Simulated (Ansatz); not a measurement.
Geometry optimisation in Ansatz: input, command and trajectory.

```yaml
crystal:
  lattice:
    - [3.2668860027, 0.0, 0.0]
    - [-1.6334430013, 2.8292062696, 0.0]
    - [0.0, 0.0, 3.2133012097]
  atoms:
    - { symbol: Mo, position: [0.0, 0.0, 0.0] }
    - { symbol: P, position: [0.3333333333, 0.6666666667, 0.5] }
basis:
  ecutwfc: 500
kpoints:
  mp_grid: { grid: [18, 18, 14] }
hamiltonian:
  xc: r2scan
scf:
  occupations: { method: gaussian, width: 0.1 }
output:
  forces: true
  stress: true
  eigenvalues: true
relax:
  adjacent_minimum: "off"
  f_tol: 0.01
  max_steps: 30
  cell: { stress_tol: 0.1, fix: [volume] }
```

```bash
ansatz run input.yaml --threads 1 --pin off --max-ram 2560MiB --backend cpu --events-out ev --progress --plain --runs-dir out
```

The calculation used DFT r2SCAN, scalar-relativistic, plane waves, PAW (Ansatz 0.2.0).

The volume is held at 1.03 times that of the relaxed cell.

Of 4 frames 3 are shown, positions in Å and forces in eV/Å; the SCF threshold varies from step to step. Steps run on the plane waves of an earlier cell, with a Pulay correction in the pressure. The basis is chosen afresh for the last frame, the zero of the energies, and at times for earlier ones too; energy and pressure step there, also at an unchanged geometry. The mark taken_back stands on steps that the optimiser undid.

```xyz
2
Lattice="3.2669 0.0000 0.0000 -1.6334 2.8292 0.0000 0.0000 0.0000 3.2133" Properties=species:S:1:pos:R:3:forces:R:3 pbc="T T T" step=1 free_energy_over_end_meV_per_atom=0.29 pressure_GPa=-6.44
Mo    0.0000    0.0000    0.0000    0.0000    0.0000    0.0000
P     0.0000    1.8861    1.6067    0.0000    0.0000    0.0000
2
Lattice="3.2815 0.0000 0.0000 -1.6407 2.8418 0.0000 0.0000 0.0000 3.1848" Properties=species:S:1:pos:R:3:forces:R:3 pbc="T T T" step=2 free_energy_over_end_meV_per_atom=0.51 pressure_GPa=-5.95 taken_back
Mo    0.0000    0.0000    0.0000    0.0000    0.0000    0.0000
P     0.0000    1.8946    1.5924    0.0000    0.0000    0.0000
2
Lattice="3.2731 0.0000 0.0000 -1.6365 2.8346 0.0000 0.0000 0.0000 3.2011" Properties=species:S:1:pos:R:3:forces:R:3 pbc="T T T" step=4 free_energy_over_end_meV_per_atom=0.00 pressure_GPa=-6.24
Mo    0.0000    0.0000    0.0000    0.0000    0.0000    0.0000
P     0.0000    1.8897    1.6006    0.0000    0.0000    0.0000
```

Time: 95 s on 1 thread of Intel(R) Xeon(R) Platinum 8259CL CPU @ 2.50GHz (Skylake/Cascade Lake), with other jobs on the host, peak memory 0.61 GiB.